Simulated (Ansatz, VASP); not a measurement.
# Rh in VASP and in Ansatz

```
Rh
1.0
     0.00000    1.91529    1.91529
     1.91529    0.00000    1.91529
     1.91529    1.91529    0.00000
Rh
1
Direct
  0.00000 0.00000 0.00000
```

Alike in both runs: task single point; functional PBE; k mesh 16 × 16 × 16; occupations fermi-dirac, width 0.05 eV; no spin polarisation.

```csv
,VASP,Ansatz
version,VASP 6.6.1,Ansatz 0.2.0
potentials or method,"VASP PAW PBE potentials, release 64 (Rh_pv), cutoff 520 eV","all-electron LAPW, scalar-relativistic"
```

```csv
,VASP,Ansatz,Ansatz less VASP
pressure (GPa),0.0,0.0,-0.08
```

Ansatz ran all-electron here, so the differences hold the error of VASP's frozen core and of both bases.
